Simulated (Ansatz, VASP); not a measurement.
# One calculation of BN, two programs

```
B N
1.0
     4.01863    0.00000    0.00000
     0.00000    4.01863    0.00000
     0.00000    0.00000    4.01863
B N
4 4
Direct
  0.87500 0.87500 0.87500
  0.62500 0.12500 0.37500
  0.12500 0.37500 0.62500
  0.37500 0.62500 0.12500
  0.37500 0.37500 0.37500
  0.12500 0.62500 0.87500
  0.62500 0.87500 0.12500
  0.87500 0.12500 0.62500
```

Alike in both runs: task single point; functional PBE; k mesh 4 × 4 × 4; occupations gaussian, width 0.1 eV; no spin polarisation.

|  | VASP | Ansatz |
| --- | --- | --- |
| version | VASP 6.6.1 | Ansatz 0.2.0 |
| potentials or method | VASP PAW PBE potentials, release 64 (B, N) | scalar-relativistic, plane waves, PAW |
| plane-wave cutoff (eV) | 520 | 420 |
| valence electrons in the cell | 32 | 32 |

|  | VASP | Ansatz | Ansatz less VASP |
| --- | --- | --- | --- |
| gap on the k mesh at the Fermi level (eV) | 1.32 | 1.34 | +0.019 |
| least direct gap on the mesh (eV) | 2.00 | 2.02 | +0.014 |

 As with any semilocal functional, this PBE gap is likely too small. A k mesh can miss the band edges.
